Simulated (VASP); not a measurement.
Input:

```yaml
crystal:
  lattice:
    - [0.00000, 3.07399, 3.07399]
    - [3.07399, 0.00000, 3.07399]
    - [3.07399, 3.07399, 0.00000]
  atoms:
    - { symbol: Zn, position: [0.00000, 0.00000, 0.00000] }
    - { symbol: Te, position: [0.25000, 0.25000, 0.25000] }
```

Level of theory: r2SCAN+rVV10, VASP's PBE PAW potentials (set 64) (plane waves; VASP). Run with 520 eV cut-off, 8×8×8 Γ-centred mesh, Gaussian smearing of 0.050 eV, potentials Zn Te.

Problem. Give the stress tensor in GPa (positive for a compressed cell).

Solution. 
```
-1.42   0.00   0.00
 0.00  -1.42   0.00
 0.00   0.00  -1.42
```
The pressure is its mean diagonal, -1.42 GPa.

The compound is ZnTe in the zinc blende structure. This cell is one point of a volume scan, at 1.03 of the reference volume.
